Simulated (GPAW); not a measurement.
A run of GPAW 26.7.0 is set up as follows.

The input Zn.xyz:

```xyz
1
Lattice="-1.5690370000 1.5690370000 1.5690370000 1.5690370000 -1.5690370000 1.5690370000 1.5690370000 1.5690370000 -1.5690370000" Properties=species:S:1:pos:R:3 pbc="T T T"
Zn     0.0000000000      0.0000000000      0.0000000000
```

Potentials or basis: GPAW PAW data sets (gpaw-data 1.2.1), pw.

Command:

```console
$ OMP_NUM_THREADS=1 gpaw run Zn.xyz -p 'mode=PW(600),xc=PBE,kpts={size:(12,12,12),gamma:True},occupations={name:fermi-dirac,width:0.05},nbands=13,convergence={density:1e-05,energy:1e-05},maxiter=150,txt=gpaw.txt' --properties efs -w gs.gpw
```

Q: Predict the band gap on the k mesh.

A: None (metal or under the smearing width).

Q: What does it give for the pressure?

A: -0.7 GPa.
